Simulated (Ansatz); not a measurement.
# WC: opening a crack plane

WC, P-6m2, a = 2.898 Å, c = 2.828 Å. Ansatz: PBEsol, PAW, 420 eV, Γ-centred 23×23×7 mesh on 6 atoms, Gaussian smearing 0.15 eV; no spin polarisation. One cut on (001) per cell of 6 atoms is opened rigidly by x, between planes of W and C that stand 1.41 Å apart; y is the energy per area (7.275 Å², 1 eV/Å² = 16.02 J/m²).

| x (Å) | y (J/m²) |
| --- | --- |
| 0.00 | 0.000 |
| 0.25 | 1.076 |
| 0.50 | 3.302 |
| 0.75 | 5.676 |
| 1.00 | ? |
| 1.50 | 10.446 |
| 2.00 | 11.698 |
| 3.00 | 12.404 |
| 4.50 | 12.507 |
| 6.00 | 12.518 |

Problem. Fit the universal binding curve y = W[1 − (1 + x/l) e^(−x/l)] to the other rows, give the peak stress, and predict the missing value.

Solution. Least squares gives W = 12.6 J/m² and l = 0.486 Å. The stress dy/dx peaks at x = l with W/(e l) = 95.4 GPa, for rigid faces. At x = 1.00: x/l = 2.058, y = 7.678 J/m². The run gave 7.730 J/m², so the fit is 0.052 J/m² too low, within the rms miss on the fitted rows (0.122 J/m²).

Spin–orbit coupling is left out, which can shift energies with elements as heavy as these.

Cost: 12 runs of about 10 core-minutes in all, on Intel Xeon Platinum 8488C (Sapphire Rapids) (shared hosts).

Separating the planes costs most of its energy within the first 2.00 Å, and the curve is almost flat beyond 3.00 Å. This is the signature of short-range bonding: the cut severs strong W–C bonds with mixed W 5d–C 2p character, whose orbital overlap falls off rapidly as the gap opens. Because one new face ends in W and the other in C, the plateau gives the sum of two unlike surface energies and can't be divided between them.

The universal curve captures the overall shape, but its misses are systematic rather than random. It lies above the computed energies up to 0.75 Å, below them from 1.00 to 2.00 Å, and above them again on the plateau. This suggests that a single length can't describe both the initial stiffness and the later loss of bonding. The good prediction at 1.00 Å therefore supports interpolation more than it does the exact form of the curve. Without other cuts for comparison, nothing here shows that (001) is the preferred cleavage plane.
